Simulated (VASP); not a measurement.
Input of a VASP 6.6.1 run:

File INCAR:

```
SYSTEM = Hf
PREC = Accurate
ENCUT = 520
EDIFF = 1E-7
ISMEAR = 1
SIGMA = 0.1
LREAL = .FALSE.
LASPH = .TRUE.
NELM = 80
ALGO = Normal
ISIF = 2
LWAVE = .FALSE.
LCHARG = .TRUE.
GGA = PE
LVHAR = .TRUE.
```

Contents of KPOINTS:

```
regular mesh
0
G
  16 16 8
  0 0 0
```

File POSCAR:

```
Hf                                      
1.0
    3.2017834687     -0.0000000000     -0.0000000000
   -1.6008917344      2.7728258213     -0.0000000000
   -0.0000000000     -0.0000000000      5.0586692654
  Hf            
     2
Direct
     0.3333333300000021    0.6666666699999979    0.2500000000000000
     0.6666666699999979    0.3333333300000021    0.7500000000000000
```

Potentials or basis: VASP PAW PBE potentials, release 64 (Hf_pv).

Command:

```console
$ cat potpaw_PBE.64/Hf_pv/POTCAR > POTCAR
$ mpirun -np 1 vasp_std > vasp.out
```

Task: Estimate the band gap on the k mesh.

Result: None (metal or under the smearing width).

Task: Estimate the pressure.

Result: 0.0 GPa.

Spin-orbit coupling is left out, which matters for the levels of Hf.
